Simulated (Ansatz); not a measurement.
The system is MoP.

```
CELL_PARAMETERS angstrom
3.22300 0.00000 0.00000
-1.61150 2.79120 0.00000
0.00000 0.00000 3.19100
ATOMIC_POSITIONS crystal
Mo 0.00000 0.00000 0.00000
P 0.33333 0.66667 0.50000
```

- Program: Ansatz 0.2.0
- Task: relaxation of cell and atoms
- Functional: PBEsol
- Potentials or basis: Ansatz PAW
- Cutoff: 420 eV (not typed: the program's choice for these potentials)
- k mesh: 10 × 10 × 8
- Occupations: fermi-dirac, width 0.05 eV
- Spin: no spin polarisation

At the start: volume 14.35 Å³/atom.

Q: Where does the relaxation end?

A: It ends after 6 steps and the volume is 14.12 Å³/atom (-1.6 %); space group P-6m2 (No. 187, to 0.05 Å).

The path:
| step | energy change (eV) | largest force (eV/Å) | volume (Å³) |
| --- | --- | --- | --- |
| 1 | 0.0000 | 0.0000 | 28.71 |
| 2 | -0.0053 | 0.0000 | 28.11 |
| 3 | -0.0057 | 0.0000 | 28.26 |
| 4 | -0.0057 | 0.0000 | 28.25 |
| 5 | -0.0057 | 0.0000 | 28.25 |
| 6 | -0.0056 | 0.0000 | 28.25 |

Final structure:
```
Mo P
1.0
     3.20653    0.00000    0.00000
    -1.60326    2.77693    0.00000
     0.00000    0.00000    3.17210
Mo P
1 1
Direct
  0.00000 0.00000 0.00000
  0.33333 0.66667 0.50000
```

Caveat: the plane-wave basis is chosen anew once the cell has moved, so the energies of steps on either side of that aren't comparable; the PAW data sets come from PBE, with cores solved anew for the run's functional, which leaves a small shift of forces and pressure.
